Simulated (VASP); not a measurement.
# TiC (P-6m2) in VASP: notebook

The runs below take TiC through relaxation of cell and atoms, single point, with BLYP+D4, PBE, rev-vdW-DF2, optB86b-vdW.

Everything below comes from runs of VASP 6.6.1. Logs are shortened: lines on timing, memory, paths and dates and some standing lists are left out, and cuts for length are marked.

## (1) The crystal as given

It takes space group P-6m2 (No. 187, hexagonal). The conventional cell has a = 3.042 Å, b = 3.042 Å, c = 2.698 Å, α = 90.00°, β = 90.00°, γ = 120.00°. Around Ti (site symmetry -6m2) lie 6 C at 2.21 Å. Around C (site symmetry -6m2) lie 6 Ti at 2.21 Å.

The cell was built by a generator and needn't be a form met in nature.

## (2) Relaxation of cell and atoms, BLYP+D4

INCAR reads:

```
PREC = Accurate ; ENCUT = 600
EDIFF = 1E-6 ; ISMEAR = -1
SIGMA = 0.05 ; LREAL = F
LASPH = T ; NELM = 100
ALGO = Normal ; ISIF = 3
LWAVE = F ; LCHARG = F
GGA = B5 ; ALDAX = 1.0
AGGAX = 1.0 ; AGGAC = 1.0
ALDAC = 0.0 ; IVDW = 13
VDW_S6 = 1.0 ; VDW_S8 = 2.34076671
VDW_A1 = 0.44488865 ; VDW_A2 = 4.0933009
IBRION = 2 ; NSW = 40
EDIFFG = -0.005
```

KPOINTS reads:

```
regular mesh
0
Gamma
  10 10 10
```

POSCAR reads:

```
TiC
1.0
    3.0420900000      0.0000000000      0.0000000000
   -1.5210400000      2.6345200000      0.0000000000
    0.0000000000      0.0000000000      2.6979700000
Ti C
1 1
Direct
    0.0000000000      0.0000000000      0.5000000000
    0.3333300000      0.6666700000      0.0000000000
```

Potentials or basis: VASP PAW PBE potentials, release 64 (Ti_sv, C).

The run is started by

```bash
> cat potpaw_PBE.64/Ti_sv/POTCAR potpaw_PBE.64/C/POTCAR > POTCAR
> mpirun -np 1 vasp_std > vasp.out
```

OUTCAR:

```text
PREC = Accurate
   ENCUT = 600
   EDIFF = 1E-6
   ISMEAR = -1
   LREAL = F
   LASPH = T
   NELM = 100
   ISIF = 3
   GGA = B5
   IVDW = 13
   IBRION = 2
   NSW = 40
   EDIFFG = -0.005

 ion  position               nearest neighbor table
   1  0.000  0.000  0.500-   2 2.21   2 2.21   2 2.21   2 2.21   2 2.21   2 2.21
   2  0.333  0.667  0.000-   1 2.21   1 2.21   1 2.21   1 2.21   1 2.21   1 2.21

  LATTYP: Found a hexagonal cell.
 ALAT       =     3.0420900000
 C/A-ratio  =     0.8868804013

  Lattice vectors:

 A1 = (   3.0420900000,   0.0000000000,   0.0000000000)
 A2 = (  -1.5210400000,   2.6345200000,   0.0000000000)
 A3 = (   0.0000000000,   0.0000000000,   2.6979700000)

Analysis of symmetry for initial positions (statically):
=====================================================================
 Subroutine PRICEL returns:
 Original cell was already a primitive cell.

 Routine SETGRP: Setting up the symmetry group for a
 hexagonal supercell.

 Subroutine GETGRP returns: Found  4 space group operations
 (whereof  4 operations were pure point group operations)
 out of a pool of 24 trial point group operations.

The static configuration has the point symmetry C_2v.

Analysis of symmetry for dynamics (positions and initial velocities):
=====================================================================
 Subroutine PRICEL returns:
 Original cell was already a primitive cell.

 Routine SETGRP: Setting up the symmetry group for a
 hexagonal supercell.

 Subroutine GETGRP returns: Found  4 space group operations
 (whereof  4 operations were pure point group operations)
 out of a pool of 24 trial point group operations.

The dynamic configuration has the point symmetry C_2v.

 Subroutine INISYM returns: Found  4 space group operations
 (whereof  4 operations are pure point group operations),
 and found     1 'primitive' translations

----------------------------------------------------------------------------------------

                                     Primitive cell

  volume of cell :      21.6227

  direct lattice vectors                    reciprocal lattice vectors
     3.042090000  0.000000000  0.000000000     0.328721372  0.189787269  0.000000000
    -1.521040000  2.634520000  0.000000000     0.000000000  0.379575786  0.000000000
     0.000000000  0.000000000  2.697970000     0.000000000  0.000000000  0.370649044

  length of vectors
     3.042090000  3.042081247  2.697970000     0.379574694  0.379575786  0.370649044

  position of ions in fractional coordinates (direct lattice)
     0.000000000  0.000000000  0.500000000
     0.333330000  0.666670000  0.000000000

  ion indices of the primitive-cell ions
   primitive index   ion index
                 1           1
                 2           2

----------------------------------------------------------------------------------------

 KPOINTS: regular mesh

Automatic generation of k-mesh.
 Grid dimensions read from file:
 generate k-points for:   10   10   10

 Generating k-lattice:

  Cartesian coordinates                     Fractional coordinates (reciprocal lattice)
     0.032872137  0.018978727  0.000000000     0.100000000  0.000000000  0.000000000
     0.000000000  0.037957579  0.000000000     0.000000000  0.100000000  0.000000000
     0.000000000  0.000000000  0.037064904     0.000000000  0.000000000  0.100000000

  Length of vectors
     0.037957469  0.037957579  0.037064904

  Shift w.r.t. Gamma in fractional coordinates (k-lattice)
     0.000000000  0.000000000  0.000000000

 Subroutine IBZKPT returns following result:
 ===========================================

 Found    186 irreducible k-points:

 Following reciprocal coordinates:
            Coordinates               Weight
  0.000000  0.000000  0.000000      1.000000
  0.100000  0.000000  0.000000      4.000000
 -0.100000  0.100000  0.000000      2.000000
  0.200000  0.000000  0.000000      4.000000
 -0.200000  0.200000  0.000000      2.000000
  0.300000  0.000000  0.000000      4.000000
[... 16 lines left out ...]
  0.200000  0.200000  0.000000      2.000000
 -0.200000  0.400000  0.000000      4.000000
 [... further k-points ...]
   k-points           NKPTS =    186   k-points in BZ     NKDIM =    186   number of bands    NBANDS=     12
   number of dos      NEDOS =    301   number of ions     NIONS =      2
   total plane-waves  NPLWV =  13824
   dimension x,y,z NGX =    24 NGY =   24 NGZ =   24
   dimension x,y,z NGXF=    48 NGYF=   48 NGZF=   48
   ions per type =               1   1
   NGX,Y,Z   is equivalent  to a cutoff of  13.12, 13.12, 14.79 a.u.
   NGXF,Y,Z  is equivalent  to a cutoff of  26.23, 26.23, 29.58 a.u.
 SYSTEM =  unknown system
   PREC   = accura    normal or accurate (medium, high low for compatibility)
   ISTART =      0    job   : 0-new  1-cont  2-samecut
   ICHARG =      2    charge: 1-file 2-atom 10-const
   ISPIN  =      1    spin polarized calculation?
   LNONCOLLINEAR =      F non collinear calculations
   LSORBIT =      F    spin-orbit coupling
   LASPH  =      T    aspherical Exc in radial PAW
   ENCUT  =  600.0 eV  44.10 Ry    6.64 a.u.   6.08  6.08  5.39*2*pi/ulx,y,z
   NELM   =    100;   NELMIN=  2; NELMDL= -5     # of ELM steps
   EDIFF  = 0.1E-05   stopping-criterion for ELM
   LREAL  =      F    real-space projection
   EDIFFG = -.5E-02   stopping-criterion for IOM
   NSW    =     40    number of steps for IOM
   IBRION =      2    ionic relax: 0-MD 1-quasi-New 2-CG
   NFREE  =      1    steps in history (QN), initial steepest desc. (CG)
   ISIF   =      3    stress and relaxation
   ISYM   =      2    0-nonsym 1-usesym 2-fastsym
   POTIM  = 0.5000    time-step for ionic-motion
   TEBEG  =    0.0;   TEEND  =   0.0 temperature during run
   PSTRESS=    0.0 pullay stress
   NELECT =      16.0000    total number of electrons
   NUPDOWN=      -1.0000    fix difference up-down
   EMIN   =  10.00;   EMAX   =-10.00  energy-range for DOS
   EFERMI =   0.00;   METHOD = LEGACY
   ISMEAR =    -1;   SIGMA  =   0.05  broadening in eV -4-tet -1-fermi 0-gaus
   EFERMI_NEDOS =   21; number of points for ismear=-14 and -15
   IALGO  =     38    algorithm
   IMIX   =      4    mixing-type and parameters
     AMIX     =   0.40;   BMIX     =  1.00
     AMIX_MAG =   1.60;   BMIX_MAG =  1.00
  volume/ion in A,a.u.               =      10.81        72.96
  Fermi-wavevector in a.u.,A,eV,Ry     =   1.480737  2.798187 29.831891  2.192582
  Thomas-Fermi vector in A             =   2.594734
   LORBIT       =      0    0 simple, 1 ext, 2 COOP (PROOUT), +10 PAW based schemes
   GGA     = B5    functional components
   LHFCALC =     F    Hartree Fock is set to
   AEXX    =    0.0000 exact exchange contribution
   IVDW    =    13    specifies the selected vdW correction
   LEPSILON=     F    determine dielectric tensor
   LRPA    =     F    only Hartree local field effects (RPA)
 conjugate gradient relaxation of ions
 non-spin polarized calculation
  energy-cutoff  :      600.00
  volume of cell :       21.62
 maximum number of plane-waves:       734
   NGX = 13   NGY = 13   NGZ = 11

--------------------------------------- Ionic step        1  -------------------------------------------

 number of electron      15.9999999 magnetization

 Free energy of the ion-electron system (eV)
  ---------------------------------------------------
  ext. energy  EPLUGINS =         0.00000000
  ---------------------------------------------------
  free energy    TOTEN  =       -15.74712281 eV

  energy without entropy =      -15.74368134  energy(sigma->0) =      -15.74540207

------------------------ aborting loop because EDIFF is reached ----------------------------------------

  DFT-D4 for vdW energy calculation

  Edisp (eV):   -0.96508

  FORCE on cell =-STRESS in cart. coord.  units (eV):
  Direction    XX          YY          ZZ          XY          YZ          ZX
  --------------------------------------------------------------------------------------
  -------------------------------------------------------------------------------------
  Total      -0.10653    -0.10678    -0.09129    -0.00022     0.00000     0.00000
  in kB      -7.89359    -7.91238    -6.76413    -0.01633     0.00000     0.00000
  external pressure =       -7.52 kB  Pullay stress =        0.00 kB
[... 141 lines left out ...]
  energy  without entropy=      -16.7089612273  energy(sigma->0) =      -16.71067678

--------------------------------------- Ionic step        5  -------------------------------------------

 number of electron      15.9999999 magnetization

 Free energy of the ion-electron system (eV)
  ---------------------------------------------------
  ext. energy  EPLUGINS =         0.00000000
  ---------------------------------------------------
  free energy    TOTEN  =       -15.74310437 eV

  energy without entropy =      -15.73972238  energy(sigma->0) =      -15.74141338

 E-fermi :   9.0609     XC(G=0): -11.6688

 val. band max:        9.0055401688   @ k =   0.3000   0.1000   0.0000
 cond. band min:       9.0695120612   @ k =   0.4000  -0.0000   0.0000
 fundamental gap:      0.0639718923
 Fermi energy:         9.0609204441

 k-point     1 :       0.0000    0.0000    0.0000
  band No.  band energies     occupation
      1     -47.3182      2.00000
      2     -23.6260      2.00000
      3     -23.6260      2.00000
      4     -23.1711      2.00000
      5      -2.7667      2.00000
      6       7.4749      2.00000
      7       7.4751      2.00000
      8       8.1848      2.00000
      9      11.3519      0.00000
     10      12.3183      0.00000
     11      12.3183      0.00000
     12      14.6708      0.00000
[... 331 lines left out ...]
 k-point    24 :      -0.2000    0.4000    0.0000
  band No.  band energies     occupation
      1     -47.2746      2.00000
      2     -23.9125      2.00000
      3     -23.7366      2.00000
      4     -23.1329      2.00000
      5      -1.0542      2.00000
      6       5.2844      2.00000
      7       7.8406      2.00000
      8       9.0862      0.75240
      9       9.2771      0.02617
     10      11.8846      0.00000
     11      12.5221      0.00000
     12      13.0725      0.00000

 [... further k-points ...]

------------------------ aborting loop because EDIFF is reached ----------------------------------------

  DFT-D4 for vdW energy calculation

  Edisp (eV):   -0.96930

  FORCE on cell =-STRESS in cart. coord.  units (eV):
  Direction    XX          YY          ZZ          XY          YZ          ZX
  --------------------------------------------------------------------------------------
  -------------------------------------------------------------------------------------
  Total      -0.00469    -0.00468     0.00731     0.00001     0.00000     0.00000
  in kB      -0.34882    -0.34782     0.54384     0.00087     0.00000     0.00000
  external pressure =       -0.05 kB  Pullay stress =        0.00 kB
[... 17 lines left out ...]
  FREE ENERGIE OF THE ION-ELECTRON SYSTEM (eV)
  ---------------------------------------------------
  free  energy   TOTEN  =       -16.7124036457 eV

  energy  without entropy=      -16.7090216582  energy(sigma->0) =      -16.71071265

 reached required accuracy - stopping structural energy minimisation
```

Run time: 2.3 min. Hardware: 1 thread of AMD EPYC 9R45 (Zen 5), shared host; peak memory 0.16 GiB.

Results:

```
Free energy                            : -16.7124 eV
Relaxed volume                         : 10.77 Å³/atom
Relaxed cell                           : a = 3.037 Å, b = 3.037 Å, c = 2.696 Å, α = 90.00°, β = 90.00°, γ = 120.00°
Space group after relaxing (to 0.05 Å) : P-6m2 (No. 187)
Energy gained by relaxing              : 0.1 meV/atom
Ionic steps                            : 5
Pressure after relaxing                : 0.0 GPa
Band gap on the k mesh                 : none (metal or under the smearing width)
Dispersion energy per atom             : -0.485 eV
```

Stress tensor (GPa, compression positive):
```
-0.03  0.00  0.00
 0.00 -0.03  0.00
 0.00  0.00  0.05
```

Step by step:
```
step  energy change (eV)  largest force (eV/Å)  pressure (GPa)  volume (Å³)
   1              0.0000                0.0001           -0.75        21.62
   2              0.0000                0.0000            0.78        21.46
   3             -0.0002                0.0000            0.00        21.54
   4             -0.0002                0.0000            0.05        21.54
   5             -0.0002                0.0000           -0.01        21.54
```

Final structure:
```
CELL_PARAMETERS angstrom
3.03719 -0.00002 0.00000
-1.51860 2.63027 0.00000
0.00000 0.00000 2.69625
ATOMIC_POSITIONS crystal
Ti 0.00000 0.00000 0.50000
C 0.33333 0.66667 0.00000
```

Levels at points of the mesh, in eV from the Fermi level:
```tsv
k point	band 5	band 6	band 7	band 8	band 9	band 10	band 11	band 12
(0.00, 0.00, 0.00)	-11.83	-1.59	-1.59	-0.88	2.29	3.26	3.26	5.61
(0.50, 0.00, 0.00)	-9.51	-4.66	-0.66	-0.34	0.25	2.96	3.41	3.67
(0.50, 0.50, 0.00)	-9.51	-4.66	-0.66	-0.34	0.25	2.96	3.41	3.67
(0.00, 0.00, 0.50)	-8.78	-5.39	-0.52	-0.52	1.11	1.11	4.62	4.70
(0.50, 0.00, 0.50)	-8.75	-3.89	-2.45	-2.21	1.66	3.20	4.27	5.52
(0.50, 0.50, 0.50)	-8.75	-3.89	-2.45	-2.21	1.66	3.20	4.27	5.52
```

Caveat: the PAW data sets were made with another functional, which shifts forces and pressure a little; pairwise dispersion overbinds metals, which lowers pressure and volume.

## (3) Single point, PBE

INCAR reads:

```
  PREC = Accurate
  ENCUT = 520
  EDIFF = 1E-6
  ISMEAR = 0
  SIGMA = 0.013000000000000001
  LREAL = False
  LASPH = True
  NELM = 100
  ALGO = Normal
  ISIF = 2
  LWAVE = False
  LCHARG = False
  GGA = PE
```

KPOINTS is that of step 2.

POSCAR is that of step 2.

Potentials or basis: VASP PAW PBE potentials, release 64 (Ti_sv, C).

The run is started by

```bash
> cat potpaw_PBE.64/Ti_sv/POTCAR potpaw_PBE.64/C/POTCAR > POTCAR
> mpirun -np 1 vasp_std > vasp.out
```

Wall time 25 s (1 thread of Intel Xeon Platinum 8375C at 2.90GHz (Ice Lake), shared host); peak memory 0.17 GiB.

It converged, with:

```
Free energy            : -17.3533 eV
Pressure               : 0.3 GPa
Band gap on the k mesh : none (metal or under the smearing width)
```

Stress tensor (GPa, compression positive):
```
0.36 0.00 0.00
0.00 0.36 0.00
0.00 0.00 0.15
```

Levels at points of the mesh, in eV from the Fermi level:
| k point | band 4 | band 5 | band 6 | band 7 | band 8 | band 9 | band 10 | band 11 | band 12 |
| --- | --- | --- | --- | --- | --- | --- | --- | --- | --- |
| (0.00, 0.00, 0.00) | -32.26 | -12.00 | -1.60 | -1.60 | -0.97 | 2.30 | 3.32 | 3.32 | 5.67 |
| (0.50, 0.00, 0.00) | -32.21 | -9.61 | -4.87 | -0.76 | -0.31 | 0.22 | 3.02 | 3.46 | 3.72 |
| (0.50, 0.50, 0.00) | -32.21 | -9.61 | -4.87 | -0.76 | -0.31 | 0.22 | 3.02 | 3.46 | 3.72 |
| (0.00, 0.00, 0.50) | -32.64 | -8.87 | -5.61 | -0.51 | -0.51 | 1.12 | 1.12 | 4.73 | 4.73 |
| (0.50, 0.00, 0.50) | -32.72 | -8.79 | -4.01 | -2.57 | -2.23 | 1.48 | 3.27 | 4.34 | 5.55 |
| (0.50, 0.50, 0.50) | -32.72 | -8.79 | -4.01 | -2.57 | -2.23 | 1.48 | 3.27 | 4.34 | 5.55 |

## (4) Relaxation of cell and atoms, rev-vdW-DF2

INCAR reads:

```
SYSTEM = TiC
  PREC = Accurate
  ENCUT = 600
  EDIFF = 1E-7
  ISMEAR = -1
  SIGMA = 0.05
  LREAL = .FALSE.
  LASPH = .TRUE.
  NELM = 100
  ALGO = Normal
  ISIF = 3
  LWAVE = .FALSE.
  LCHARG = .FALSE.
  GGA = MK
  LUSE_VDW = .TRUE.
  AGGAC = 0.0
  PARAM1 = 0.1234
  PARAM2 = 0.711357
  ZAB_VDW = -1.8867
  IBRION = 2
  NSW = 40
  EDIFFG = -0.01
```

KPOINTS reads:

```
regular mesh
0
G
  10 10 10
  0 0 0
```

POSCAR is that of step 3.

The run is started by

```bash
> cat potpaw_PBE.64/Ti_sv/POTCAR potpaw_PBE.64/C/POTCAR > POTCAR
> mpirun -np 1 vasp_std > vasp.out
```

Wall time 3.3 min (1 thread of Intel Xeon Platinum 8375C at 2.90GHz (Ice Lake), shared host); peak memory 0.32 GiB.

It converged, with:

```yaml
Free_energy: -14.0688 eV
Relaxed_volume: 10.69 Å³/atom
Relaxed_cell: a = 3.028 Å, b = 3.027 Å, c = 2.693 Å, α = 90.00°, β = 90.00°, γ = 120.00°
Space_group_after_relaxing_to_0.05_Å: P-6m2 (No. 187)
Energy_gained_by_relaxing: 0.9 meV/atom
Ionic_steps: 6
Pressure_after_relaxing: 0.0 GPa
Band_gap_on_the_k_mesh: none (metal or under the smearing width)
```

Step by step:
| step | energy change (eV) | largest force (eV/Å) | pressure (GPa) | volume (Å³) |
| --- | --- | --- | --- | --- |
| 1 | 0.0000 | 0.0001 | -2.31 | 21.62 |
| 2 | 0.0005 | 0.0000 | 2.75 | 21.14 |
| 3 | -0.0017 | 0.0001 | -0.01 | 21.39 |
| 4 | -0.0017 | 0.0001 | 0.04 | 21.39 |
| 5 | -0.0017 | 0.0000 | 0.04 | 21.38 |
| 6 | -0.0017 | 0.0000 | 0.03 | 21.38 |

Final structure:
```
CELL_PARAMETERS angstrom
3.02751 -0.00001 0.00000
-1.51375 2.62189 0.00000
0.00000 0.00000 2.69338
ATOMIC_POSITIONS crystal
Ti 0.00000 0.00000 0.50000
C 0.33333 0.66667 0.00000
```

Levels at points of the mesh, in eV from the Fermi level:
```csv
k point,band 6,band 7,band 8,band 9,band 10,band 11
"(0.00, 0.00, 0.00)",-1.58,-1.58,-0.95,2.31,3.37,3.37
"(0.50, 0.00, 0.00)",-4.82,-0.74,-0.32,0.28,3.07,3.51
"(0.50, 0.50, 0.00)",-4.82,-0.74,-0.32,0.28,3.07,3.51
"(0.00, 0.00, 0.50)",-5.56,-0.47,-0.47,1.14,1.14,4.72
"(0.50, 0.00, 0.50)",-3.97,-2.53,-2.21,1.51,3.33,4.39
"(0.50, 0.50, 0.50)",-3.97,-2.53,-2.21,1.51,3.33,4.39
```

Caveat: the PAW data sets were made with another functional, which shifts forces and pressure a little.

(Part 1 of 2 ends here.)
